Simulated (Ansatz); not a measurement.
NaCl built on the CsCl prototype, relaxed with r2SCAN: 7 runs in the PAW code Ansatz, each a construction of maximally localised Wannier functions. It is cubic, Pm-3m (No. 221); a = 3.460 Å in the conventional setting, 20.70 Å³ an atom. Around Na lie 8 Cl at 3.00 Å; around Cl lie 8 Na at 3.00 Å. Note: simulated data, non-magnetic, for a generated structure that need not be the stable one.

```
CELL_PARAMETERS angstrom
3.45955 0.00000 0.00000
0.00000 3.45955 0.00000
0.00000 0.00000 3.45955
ATOMIC_POSITIONS crystal
Na 0.00000 0.00000 0.00000
Cl 0.50000 0.50000 0.50000
```

Windows count from the top of the filled bands; a dash means that no such window was set (without an outer window there is no disentanglement). Rows marked drawn have settings drawn at random (some not listed).

```json
{"functional": "PBE", "SCF mesh": "6×6×6", "trial orbitals": "Cl s, Cl p", "functions": "4", "mesh": "6×6×6", "window (eV)": "–", "frozen (eV)": "–", "settings": "chosen", "Ω total (Å²)": "4.16", "Ω invariant (Å²)": "3.36", "largest spread (Å²)": "1.04", "least projectability": "0.97", "interpolation miss of the model's filled bands (eV, to the nearest computed level)": "0.015"}
{"functional": "PBE", "SCF mesh": "6×6×6", "trial orbitals": "Cl s, Cl p", "functions": "4", "mesh": "4×4×4", "window (eV)": "–", "frozen (eV)": "–", "settings": "chosen", "Ω total (Å²)": "4.00", "Ω invariant (Å²)": "3.21", "largest spread (Å²)": "1.00", "least projectability": "0.98", "interpolation miss of the model's filled bands (eV, to the nearest computed level)": "0.067"}
{"functional": "r2SCAN", "SCF mesh": "6×6×6", "trial orbitals": "Cl s, Cl p", "functions": "4", "mesh": "6×6×6", "window (eV)": "–", "frozen (eV)": "–", "settings": "chosen", "Ω total (Å²)": "4.08", "Ω invariant (Å²)": "3.28", "largest spread (Å²)": "1.02", "least projectability": "0.98", "interpolation miss of the model's filled bands (eV, to the nearest computed level)": "0.011"}
{"functional": "r2SCAN", "SCF mesh": "6×6×6", "trial orbitals": "Cl p", "functions": "3", "mesh": "6×6×6", "window (eV)": "–", "frozen (eV)": "–", "settings": "chosen", "Ω total (Å²)": "4.03", "Ω invariant (Å²)": "4.03", "largest spread (Å²)": "1.34", "least projectability": "0.96", "interpolation miss of the model's filled bands (eV, to the nearest computed level)": "0.012"}
{"functional": "HSE06", "SCF mesh": "6×6×6", "trial orbitals": "Cl s, Cl p", "functions": "4", "mesh": "6×6×6", "window (eV)": "–", "frozen (eV)": "–", "settings": "chosen", "Ω total (Å²)": "4.06", "Ω invariant (Å²)": "3.26", "largest spread (Å²)": "1.02", "least projectability": "0.98", "interpolation miss of the model's filled bands (eV, to the nearest computed level)": "–"}
{"functional": "PBE", "SCF mesh": "6×6×6", "trial orbitals": "Na s, Cl p (plain search)", "functions": "4", "mesh": "6×6×6", "window (eV)": "-10.0 to +16.1", "frozen (eV)": "-7.0 to +4.9", "settings": "drawn", "Ω total (Å²)": "7.42", "Ω invariant (Å²)": "7.37", "largest spread (Å²)": "3.48", "least projectability": "0.56", "interpolation miss of the model's filled bands (eV, to the nearest computed level)": "0.007"}
```

Q: Estimate from these rows what the further settings give.
```
functional  SCF mesh  trial orbitals  functions   mesh  window (eV)  frozen (eV)  settings
       PBE     6×6×6            Cl p          3  6×6×6            –            –    chosen
```

A:
```
functional  SCF mesh  trial orbitals  functions   mesh  window (eV)  frozen (eV)  settings  Ω total (Å²)  Ω invariant (Å²)  largest spread (Å²)  least projectability  interpolation miss of the model's filled bands (eV, to the nearest computed level)
       PBE     6×6×6            Cl p          3  6×6×6            –            –    chosen          4.11              4.10                 1.37                  0.95                                                                               0.015
```

For Cl s, Cl p with PBE the spread goes 4.00 Å² (4×4×4), 4.16 Å² (6×6×6): finite differences on a coarse mesh understate it.
